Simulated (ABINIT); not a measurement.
The system is MoS2.

```
CELL_PARAMETERS angstrom
3.22746 0.00000 0.00000
-1.61373 2.79507 0.00000
0.00000 0.00000 6.31247
ATOMIC_POSITIONS crystal
Mo 0.00000 0.00000 0.50000
S 0.66667 0.33333 0.74468
S 0.33333 0.66667 0.25532
```

Measurements of this composition are mostly on another form, of space group No. 194.

Base run:

* Program: ABINIT 10.8.3 (patched build)
* Functional: LDA
* Potentials or basis: PseudoDojo NC SR LDA v0.4.1 standard
* Cutoff: 952 eV
* k mesh: 7 × 7 × 3
* Occupations: fermi-dirac, width 0.05 eV
* Spin: no spin polarisation

Its results: band gap on the k mesh none (metal or under the smearing width); pressure -5.9 GPa; largest force 0.168 eV/Å.

Q: The run is repeated on the same cell with these changes: functional from LDA to PBEsol; potentials or basis from PseudoDojo NC SR LDA v0.4.1 standard to PseudoDojo NC SR PBEsol v0.4.1 standard; cutoff from 952 eV to 980 eV. What comes out?

A: Band gap on the k mesh none (metal or under the smearing width); pressure -3.3 GPa; largest force 0.007 eV/Å.

Caveats: this functional lacks dispersion, which binds the layers, so the pressure and a relaxed spacing across them are unreliable (some runs).
